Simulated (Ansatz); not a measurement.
# ZnS: the order of phases at one pressure

Which of rocksalt, CsCl, zincblende, wurtzite, NiAs has the lowest enthalpy for ZnS at one common pressure? Methods of the runs shown: LAPW. Companion runs by PAW are cited.

Method: DFT, PBE, all-electron LAPW, scalar-relativistic, in Ansatz 0.2.0.

## (1) The system as given

Symmetry: Fm-3m, No. 225, cubic system. Conventional cell: a = 4.856 Å, b = 4.856 Å, c = 4.856 Å, α = 90.00°, β = 90.00°, γ = 90.00°. Zn (site symmetry m-3m) is surrounded by 6 S at 2.43 Å. Around S (site symmetry m-3m) lie 6 Zn at 2.43 Å.

As a file:

```cif
data_structure
_symmetry_space_group_name_H-M 'P 1'
_symmetry_Int_Tables_number 1
_cell_length_a 3.4335
_cell_length_b 3.4335
_cell_length_c 3.4335
_cell_angle_alpha 60.000
_cell_angle_beta 60.000
_cell_angle_gamma 60.000
_cell_volume 28.62
loop_
_atom_site_label
_atom_site_type_symbol
_atom_site_fract_x
_atom_site_fract_y
_atom_site_fract_z
_atom_site_occupancy
Zn1 Zn 0.00000 0.00000 0.00000 1
S1 S 0.50000 0.50000 0.50000 1
```

Atoms are numbered in the order of the input: Zn1, S2.

## (2) Rocksalt relaxed under pressure, LAPW

File input.yaml:

```yaml
crystal:
  lattice:
    - [0.0, 2.4278464178, 2.4278464178]
    - [2.4278464178, 0.0, 2.4278464178]
    - [2.4278464178, 2.4278464178, 0.0]
  atoms:
    - { symbol: Zn, position: [0.0, 0.0, 0.0] }
    - { symbol: S, position: [0.5, 0.5, 0.5] }
kpoints:
  mp_grid: { grid: [15, 15, 15] }
scf:
  occupations: { method: fermi_dirac, width: 0.1 }
hamiltonian:
  xc: pbe
  pseudopotentials: { kind: all_electron, lapw: { basis_error: 0.0005 } }
output:
  forces: true
  stress: true
  eigenvalues: true
relax:
  f_tol: 0.005
  max_steps: 12
  cell: { p_target: 18.0, stress_tol: 0.03 }
```

Launch:

```console
$ ansatz run input.yaml --threads 1 --pin off --max-ram 3584MiB --backend cpu --events-out ev --progress --plain --runs-dir out
```

After this run come: CsCl relaxed under pressure, LAPW; Zincblende relaxed under pressure, LAPW; Wurtzite at the cell that PAW relaxed, LAPW; NiAs at the cell that PAW relaxed, LAPW.

**Question.** What will these runs give? Wanted: pressure; lowest (for each run or level that gives them).

**Answer**, as computed:

| quantity | value |
| --- | --- |
| pressure | 18 GPa |
| lowest (LAPW) | rocksalt, 17.6 meV/atom under zincblende |
| lowest (PAW) | rocksalt, 17.2 meV/atom under zincblende |

What this shows: By LAPW the order is rocksalt < zincblende < wurtzite < NiAs < CsCl. By PAW the order is rocksalt < zincblende < wurtzite < NiAs < CsCl. The methods agree on the lowest phase. Only these structures were tried, with electrons smeared by 0.1 eV and without vibrations, so the true ground state may be another. The k meshes differ between phases and weren't tested, which can move differences by some meV.
